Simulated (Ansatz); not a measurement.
The system is In.

```
In
1.0
    -1.88253    1.88253    1.88253
     1.88253   -1.88253    1.88253
     1.88253    1.88253   -1.88253
In
1
Direct
  0.00000 0.00000 0.00000
```

This isn't the form of In at room conditions, which is tetragonal.

| Quantity | Value |
| --- | --- |
| Program | Ansatz 0.2.0 |
| Task | relaxation of cell and atoms |
| Functional | PBEsol0 |
| Potentials or basis | Ansatz PAW |
| Cutoff | 420 eV (not typed: the program's choice for these potentials) |
| k mesh | 5 × 5 × 5 |
| Occupations | fermi-dirac, width 0.05 eV |
| Spin | no spin polarisation |

At the start: volume 26.69 Å³/atom.

Where does the relaxation end?

It ends after 4 steps and the volume is 25.10 Å³/atom (-5.9 %); space group Im-3m (No. 229, to 0.05 Å).

The path:
```tsv
step	energy change (eV)	largest force (eV/Å)	volume (Å³)
1	0.0000	0.0000	26.69
2	-0.0141	0.0000	25.19
3	-0.0142	0.0000	25.10
4	-0.0139	0.0000	25.10
```

Final structure:
```
CELL_PARAMETERS angstrom
-1.84458 1.84458 1.84458
1.84458 -1.84458 1.84458
1.84458 1.84458 -1.84458
ATOMIC_POSITIONS crystal
In 0.00000 0.00000 0.00000
```

Caveat: the k mesh is coarse (spacing up to 0.47 Å⁻¹), so the values aren't converged, least of all with exact exchange; the plane-wave basis is chosen anew once the cell has moved, so the energies of steps on either side of that aren't comparable; the PAW data sets come from PBE, with cores solved anew for the run's functional, which leaves a small shift of forces and pressure.
